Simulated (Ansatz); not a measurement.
**AlP: experiment and calculation**

**Experimental background.**

A printed reference work, textbook reports, for a bulk crystal of AlP at 298 K: lattice constant a 5.4635 ± 0.0004 Å.

A printed reference work, data compilation reports, for a bulk crystal of AlP at 4.2 K: band gap 2.505 eV (indirect).

The results are compared with them further down.

Computed with DFT PBE, scalar-relativistic, plane waves, PAW in Ansatz.

Cutoff 420 eV; k points 8×8×8 on the computed 2-atom cell (Γ-centred); Gaussian smearing, width 0.02 eV; no spin polarisation.

Relaxed structure, symmetry kept:

```
CELL_PARAMETERS angstrom
0.00000 2.75340 2.75340
2.75340 0.00000 2.75340
2.75340 2.75340 0.00000
ATOMIC_POSITIONS crystal
Al 0.00000 0.00000 0.00000
P 0.25000 0.25000 0.25000
```

* Space group: F-43m (No. 216)
* Volume per atom: 20.87 Å³
* Formation energy from the elements' standard states (uncorrected): -0.633 eV/atom
* Kohn–Sham band gap: 1.63 eV
* Löwdin character of the top 1 eV of the valence band: P 3p 80 %, Al 3p 17 %
* Löwdin character of the lowest 1 eV of the conduction band: Al 3p 52 %, P 3s 17 %, P 3p 9 %, Al 3s 8 %, unprojected 15 %
* Bader charges (e): Al (1 in the cell) 2.09, P (1 in the cell) -2.09

A measured lattice constant a of AlP is 5.4635 Å (298 K; a printed reference work, textbook); the calculated 5.507 Å misses it by +0.8 %. The calculation is for 0 K without zero-point motion. Against the measured band gap of AlP, 2.505 eV (indirect; 4.2 K; a printed reference work, data compilation), the calculated 1.63 eV is off by -0.87 eV. Kohn–Sham gaps of semilocal functionals fall short of measured ones as a rule.

Cost: 1 run of about 0.37 core-minutes, on Arm Neoverse V1 (shared hosts).